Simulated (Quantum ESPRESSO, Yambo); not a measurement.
An input for Quantum ESPRESSO 7.5 (CdTe (F-43m)):

```
&control
  calculation = 'nscf'
  prefix = 'x'
  outdir = 'o'
  pseudo_dir = 'pseudo'
/
&system
  ibrav = 0
  nat = 2
  ntyp = 2
  ecutwfc = 94.0
  nbnd = 148
  force_symmorphic = .true.
/
&electrons
  conv_thr = 1e-9
  electron_maxstep = 80
  diago_full_acc = .true.
  diago_thr_init = 5e-6
/
ATOMIC_SPECIES
  Cd 112.41 Cd.upf
  Te 127.6 Te.upf
CELL_PARAMETERS angstrom
  0.0000000000 3.2400000000 3.2400000000
  3.2400000000 0.0000000000 3.2400000000
  3.2400000000 3.2400000000 0.0000000000
ATOMIC_POSITIONS crystal
  Cd 0.0000000000 0.0000000000 0.0000000000
  Te 0.2500000000 0.2500000000 0.2500000000
K_POINTS automatic
  4 4 4 0 0 0
```

```sh
OMP_NUM_THREADS=1 mpirun -n 4 pw.x -nk 4 -in pw.in > pw.out
```

**Question.** Estimate wall time and host memory on 4 MPI ranks of Intel Xeon 6975P-C (Granite Rapids), shared host.

It took 23 s; on shared hardware allow 12 s to 47 s. Peak host memory was 0.62 GiB.

[Paths, hosts, dates, memory and timing lines, banners, echoed tables and standing remarks are left out of the program output.]

[Logs are printed without paths, hosts, clocks, repeated set-up lines and the standing remarks that a program may print on its own settings, such as how far it seeks lower states.]

[Runs of the session that timed out or met a known fault of the program may be left out.]

[Hosts, paths, dates, database ids (printed as entryN), source tags and the programs' standing remarks are cut or masked in the printed files.]
